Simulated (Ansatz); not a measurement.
C, space group R-3m, a dry run that shows the plan

Program: Ansatz 0.2.0 through its Python package.

The cells in order, each with its output:

**Cell 1**
```python
import ansatz as az
```

**Cell 2**
```python
material = (
    az.Lattice.from_parameters(3.635, 3.635, 3.635, alpha=39.49, beta=39.49, gamma=39.49)
    .atom("C", (0.836, 0.836, 0.836))
    .atom("C", (0.164, 0.164, 0.164))
)

[site.symbol for site in material.resolved().sites]
```
Output:
```text
['C', 'C']
```

**Cell 3**
```python
model = material.calculation()
model = model.functional("pbesol")
model = model.basis(41 * az.Ry)
model = model.kpoints(density=3.1)
model = model.occupations("cold", width=0.05)
session = model.session()
print("features:", ", ".join(session.active_features))
print("SCF threshold (eV):", session.dr2_threshold)
planned = session.plan(dry_run=True)
told = planned.describe()
for name in ("ecut_ev", "ecutrho_ev", "n_bands", "nominal_top_band", "n_pw_range", "fft_dense", "fft_smooth", "n_sym_ops", "cell_volume_ang3"):
    print(f"{name:18s} {told[name]}")
for notice in planned.prep()["deck_notices"]:
    print("resolved:", notice["kind"])
```
Output:
```text
features: AnyPaw, Paw, PbeFamilyXc, FractionalOccupations, ColdSmearing
SCF threshold (eV): 1e-07
ecut_ev            557.833418042754
ecutrho_ev         2231.333672171016
n_bands            8
nominal_top_band   4
n_pw_range         [513, 533]
fft_dense          [20, 20, 30]
fft_smooth         [20, 20, 27]
n_sym_ops          12
cell_volume_ang3   17.4849688369997
resolved: cutoff_auto_derived
resolved: fft_grid_basis_resolved
resolved: n_bands_auto_derived
resolved: mixing_algorithm_auto_resolved
resolved: check_enabled
```
